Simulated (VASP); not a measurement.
Crystal: ZnS.

```
Zn S
1.0
     0.00000    2.70200    2.70200
     2.70200    0.00000    2.70200
     2.70200    2.70200    0.00000
Zn S
1 1
Cartesian
  0.0000 0.0000 0.0000
  1.3510 1.3510 1.3510
```

The cell was built by a generator and needn't be a form met in nature.

| Quantity | Value |
| --- | --- |
| Program | VASP 6.6.1 |
| Task | relaxation of cell and atoms |
| Functional | PBEsol |
| Potentials or basis | VASP PAW PBE potentials, release 64 (Zn, S) |
| Cutoff | 600 eV |
| k mesh | 10 × 10 × 10 |
| Occupations | gaussian, width 0.03 eV |
| Spin | no spin polarisation |

At the start: pressure -1.7 GPa; volume 19.73 Å³/atom.

Task: Where does the relaxation end?

Result: Over 3 steps the energy falls by 2.7 meV/atom and the volume is 19.26 Å³/atom (-2.4 %); space group F-43m (No. 216, to 0.05 Å).

Step by step:
```tsv
step	energy change (eV)	largest force (eV/Å)	pressure (GPa)	volume (Å³)
1	0.0000	0.0000	-1.73	39.45
2	-0.0049	0.0000	0.60	38.25
3	-0.0054	0.0000	-0.03	38.51
```

Final structure:
```cif
data_structure
_symmetry_space_group_name_H-M 'P 1'
_symmetry_Int_Tables_number 1
_cell_length_a 3.7906
_cell_length_b 3.7906
_cell_length_c 3.7906
_cell_angle_alpha 60.000
_cell_angle_beta 60.000
_cell_angle_gamma 60.000
_cell_volume 38.51
loop_
_atom_site_label
_atom_site_type_symbol
_atom_site_fract_x
_atom_site_fract_y
_atom_site_fract_z
_atom_site_occupancy
Zn1 Zn 0.00000 0.00000 0.00000 1
S1 S 0.25000 0.25000 0.25000 1
```

Caveat: the PAW data sets were made with another functional, which shifts forces and pressure a little.
